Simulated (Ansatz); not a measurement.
# KBr: clamped-ion strain scan

Computed with Ansatz, DFT PBE, scalar-relativistic, plane waves, PAW. Settings: plane waves to 420 eV, k-mesh 6×6×6 (Γ-centred), Gaussian smearing 0.05 eV. No spin polarisation. Energies are free energies at this smearing, counted from the undisturbed cell; pressure is positive in compression.

The undisturbed cell (as given, not relaxed at this level; it stands at 0.8 GPa):

```xyz
2
Lattice="0.0000 3.2925 3.2925 3.2925 0.0000 3.2925 3.2925 3.2925 0.0000" Properties=species:S:1:pos:R:3 pbc="T T T"
K     0.0000    0.0000    0.0000
Br    3.2925    3.2925    3.2925
```

The cell is strained by ε times the Voigt pattern (1, 1, 0, 0, 0, 0) (xx, yy, zz, yz, xz, xy; engineering shear) with fractional coordinates fixed.

```json
{"ε": "-0.1000", "ΔE (meV/atom)": "192.7"}
{"ε": "-0.0750", "ΔE (meV/atom)": "106.0"}
{"ε": "-0.0500", "ΔE (meV/atom)": "49.7"}
{"ε": "-0.0250", "ΔE (meV/atom)": "16.3"}
{"ε": "0.0000", "ΔE (meV/atom)": "0.0"}
{"ε": "0.0250", "ΔE (meV/atom)": "-3.6"}
{"ε": "0.0500", "ΔE (meV/atom)": "2.0"}
{"ε": "0.0750", "ΔE (meV/atom)": "14.3"}
{"ε": "0.0875", "ΔE (meV/atom)": "22.2"}
{"ε": "0.1000", "ΔE (meV/atom)": "31.1"}
```